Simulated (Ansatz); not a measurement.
**HgSe under changes of volume**

One of the cells (28.067 Å³/atom); the others are scaled copies at fixed shape and fractional positions:

```
Hg Se
1.0
     0.00000    3.03900    3.03900
     3.03900    0.00000    3.03900
     3.03900    3.03900    0.00000
Hg Se
1 1
Direct
  0.00000 0.00000 0.00000
  0.75000 0.75000 0.75000
```

```yaml
Program: Ansatz 0.2.0
Functional: LDA
Potentials_or_basis: Ansatz PAW
Cutoff: "420 eV (not typed: the program's choice for these potentials)"
k_mesh: 8 × 8 × 8
Occupations: fermi-dirac, width 0.05 eV
Spin: no spin polarisation
```

```csv
volume (Å³/atom),energy over the lowest point (meV/atom),pressure (GPa)
26.383,15.64,3.6
26.944,?,?
27.505,0.62,0.8
28.067,0.00,-0.4
28.628,3.32,-1.5
29.189,10.10,-2.4
29.751,19.95,-3.2
```

What does the run at 26.944 Å³/atom give?

Energy over the lowest point 5.63 meV/atom; pressure 2.1 GPa.

Worked out: A Birch-Murnaghan fit of order 3 (a polynomial in V^(-2/3)) to the other rows has its minimum at 27.86 Å³/atom with B0 = V·E''(V) = 58 GPa and B' = 5.0. It gives 5.63 meV/atom at 26.944 Å³/atom, against the run's 5.63, and -dE/dV = 2.1 GPa, against 2.1.

Energies are extrapolated to zero smearing.

Caveats: the PAW data sets come from PBE, with cores solved anew for the run's functional, which leaves a small shift of forces and pressure.
